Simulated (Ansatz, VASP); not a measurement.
## One calculation of V, two programs

```
V
1.0
    -1.46720    1.46720    1.46720
     1.46720   -1.46720    1.46720
     1.46720    1.46720   -1.46720
V
1
Cartesian
  0.0000 0.0000 0.0000
```

Alike in both runs: task relaxation of cell and atoms; functional LDA; k mesh 20 × 20 × 20; occupations gaussian, width 0.1 eV; no spin polarisation.

|  | VASP | Ansatz |
| --- | --- | --- |
| version | VASP 6.6.1 | Ansatz 0.2.0 |
| potentials or method | VASP PAW LDA potentials, release 64 (V_sv) | scalar-relativistic, plane waves, PAW |
| plane-wave cutoff (eV) | 600 | 420 |
| valence electrons in the cell | 13 | 13 |

|  | VASP | Ansatz | Ansatz less VASP |
| --- | --- | --- | --- |
| gap on the k mesh at the Fermi level, each at its own relaxed structure (eV) | none | none | - |
| relaxed volume (Å³/atom) | 12.56 | 12.53 | -0.024 |
| relaxed cell length with the largest relative difference (Å) | 2.536 | 2.535 | -0.0016 |

A gap of «none» marks a metal or a gap that the smearing closes. Ansatz warned: «pseudo_functional_mismatch».

LDA usually gives volumes a few per cent too small. Zero-point motion and thermal expansion aren't in these numbers.
